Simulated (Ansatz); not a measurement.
# SnSe (Fm-3m)

Method: DFT LDA, scalar-relativistic, plane waves, PAW in Ansatz.

Settings: cutoff 420 eV, Γ-centred mesh 8×8×8 on the computed 2-atom cell, Gaussian smearing of 0.02 eV; no spin polarisation.

The structure is relaxed at this level of theory with its symmetry kept. This rock-salt form isn't the usual stable structure of the compound.

It takes space group Fm-3m (No. 225, cubic). The conventional cell has a = 5.893 Å, b = 5.893 Å, c = 5.893 Å, α = 90.00°, β = 90.00°, γ = 90.00°. Sn (site symmetry m-3m) has 6 Se at 2.95 Å as nearest neighbours. Around Se (site symmetry m-3m) lie 6 Sn at 2.95 Å.

| Item | Value |
| --- | --- |
| Volume per atom | 25.58 Å³ |
| Formation energy from the elements' standard states (uncorrected) | -0.433 eV/atom |
| Kohn–Sham band gap | 0.06 eV |
| Löwdin character of the top 1 eV of the valence band | Se 4p 49 %, Sn 5s 24 %, Sn 5p 22 % |
| Löwdin character of the lowest 1 eV of the conduction band | Sn 5p 67 %, Se 4p 14 %, Se 4s 11 % |
| Bulk modulus | 60 GPa |
| Its pressure derivative | 4.4 |
| Bader charges (e) | Sn (1 in the cell) 0.80, Se (1 in the cell) -0.80 |